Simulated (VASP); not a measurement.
The system is C.

```
C
1.0
     0.00000    1.78337    1.78337
     1.78337    0.00000    1.78337
     1.78337    1.78337    0.00000
C
2
Cartesian
  2.6751 2.6751 2.6751
  1.7834 1.7834 1.7834
```

This isn't the form of C at room conditions, which is graphite.

Base run:

```yaml
Program: VASP 6.6.1
Functional: SCAN
Potentials_or_basis: VASP PAW PBE potentials, release 64 (C)
Cutoff: 520 eV
k_mesh: 13 × 13 × 13
Occupations: fermi-dirac, width 0.05 eV
Spin: no spin polarisation
```

Its results: band gap on the k mesh 4.54 eV, indirect (least direct gap 6.13 eV); pressure -4.2 GPa.

Q: After a change of settings the same cell gave: band gap on the k mesh 5.03 eV, indirect (least direct gap 6.64 eV); pressure -2.1 GPa. Which change was it?
A. functional from SCAN to rSCAN; further incar settings from ALGO = Normal; EDIFF = 1e-06 to ALGO = Normal; EDIFF = 1e-06; NBANDS = 11
B. functional from SCAN to PBEsol; further incar settings from ALGO = Normal; EDIFF = 1e-06 to ALGO = Fast; EDIFF = 1e-06; NBANDS = 11
C. functional from SCAN to TPSS; further incar settings from ALGO = Normal; EDIFF = 1e-06 to ALGO = Normal; EDIFF = 1e-07
D. functional from SCAN to TPSSh; k mesh from 13 × 13 × 13 to 7 × 7 × 7

A: D.

Caveats: some runs use coarse meshes; the PAW data sets were made with another functional, which shifts forces and pressure a little; the mesh misses the band edges, which the band path finds closer together (some runs).

Runs at the PBE level aren't shown here.
